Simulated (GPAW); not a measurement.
Input of a GPAW 26.7.0 run:

The input run.py:

```python
from ase.dft.bandgap import bandgap
from ase.io import read, write
from ase.units import GPa
from gpaw import GPAW, PW, setup_paths

setup_paths.insert(0, '.')

atoms = read('MgS.xyz')

calc = GPAW(mode=PW(600),
            xc='AM05',
            kpts={'size': (7, 7, 7), 'gamma': True},
            occupations={'name': 'fermi-dirac', 'width': 0.05},
            nbands=16,
            maxiter=120,
            txt='gpaw.txt')
atoms.calc = calc
energy = atoms.get_potential_energy()
forces = atoms.get_forces()
stress = atoms.get_stress()
calc.write('gs.gpw')
write('result.traj', atoms)
print(f'Energy: {energy:.6f} eV')
print('Forces (eV/A):')
print(forces.round(4))
print('Stress (GPa):', (stress / GPa).round(3))
print('Fermi level:', round(calc.get_fermi_level(), 4), 'eV')
print(f'Gap: {bandgap(calc)[0]:.4f} eV, direct: {bandgap(calc, direct=True)[0]:.4f} eV')
```

The input MgS.xyz:

```xyz
2
Lattice="0.0000000000 2.6016500000 2.6016500000 2.6016500000 0.0000000000 2.6016500000 2.6016500000 2.6016500000 0.0000000000" Properties=species:S:1:pos:R:3 pbc="T T T"
S      2.6016500000      2.6016500000      2.6016500000
Mg     0.0000000000      0.0000000000      0.0000000000
```

Potentials or basis: PAW data sets generated in the run's folder for this functional, pw.

The run is started by

```bash
$ gpaw-setup -f AM05 Mg S
$ OMP_NUM_THREADS=1 python run.py
```

Q: What does it give for the band gap on the k mesh?

A: 2.97 eV, indirect (least direct gap 3.66 eV).

Q: What does it give for the pressure?

A: -0.7 GPa.

Caveat: the cutoff is short for stress and forces, so pressures can be off by a GPa or more; an odd mesh through Γ misses points on the zone boundary, where band edges often lie. AM05 gaps usually lie below the measured ones, often by a third to a half.
